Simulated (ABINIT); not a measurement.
Write the native input for ABINIT 10.8.3 (patched build) that does the following.

| Item | Value |
| --- | --- |
| Task | single point |
| Functional | PBE |
| Potentials or basis | JTH PAW PBE v2.0 |
| Cutoff | 544 eV |
| k mesh | 3 × 3 × 3 |
| Occupations | fermi-dirac, width 0.05 eV |
| Spin | no spin polarisation |
| Fine-grid cutoff | 1088.46 eV |
| Exchange and correlation inside the PAW spheres | full angular mesh (pawxcdev 0, this build's default; the released program takes 1) |

The system is CsSnI3.

```
Cs I Sn
1.0
     6.20570    0.00000    0.00000
     0.00000    6.20570    0.00000
     0.00000    0.00000    6.20570
Cs I Sn
1 3 1
Direct
  0.00000 0.00000 0.00000
  0.50000 0.50000 0.00000
  0.50000 0.00000 0.50000
  0.00000 0.50000 0.50000
  0.50000 0.50000 0.50000
```

One way to write it, as run:

run.abi

```
pp_dirpath "./"
pseudos "Cs.GGA_PBE-JTH.xml, I.GGA_PBE-JTH.xml, Sn.GGA_PBE-JTH.xml"

acell 11.7270734116 11.7270734116 11.7270734116
rprim
     1.0000000000     0.0000000000     0.0000000000
     0.0000000000     1.0000000000     0.0000000000
     0.0000000000     0.0000000000     1.0000000000
ntypat 3
znucl 55 53 50
natom 5
typat 1 2 2 2 3
xred
     0.0000000000     0.0000000000     0.0000000000
     0.5000000000     0.5000000000     0.0000000000
     0.5000000000     0.0000000000     0.5000000000
     0.0000000000     0.5000000000     0.5000000000
     0.5000000000     0.5000000000     0.5000000000

ecut 20.0
pawecutdg 40.0

kptopt 1
ngkpt 3 3 3
nshiftk 1
shiftk 0.0 0.0 0.0

ixc 11

nband 27
occopt 3
tsmear 0.00183747

nstep 100
tolvrs 1.0e-9

iomode 3
prtwf 0
prtden 0
prteig 0
prtebands 0
enunit 2
prtvol 2
```

Potentials or basis: JTH PAW PBE v2.0.

Run with:

```console
$ abinit run.abi > log 2>&1
```

It gave:

```json
{
  "Band gap on the k mesh": "3.09 eV, direct",
  "Valence electrons inside the program's atomic spheres": "Cs 5.35; I 3.98; Sn 11.78"
}
```

Caveat: spin-orbit coupling is left out, which moves the levels of the heavy elements; an odd mesh through Γ misses points on the zone boundary, where band edges often lie; the cell was measured hot, at 500 K.

Run time: 33 s on 1 thread of Arm Neoverse V1, with other jobs on the host, peak memory 0.21 GiB.
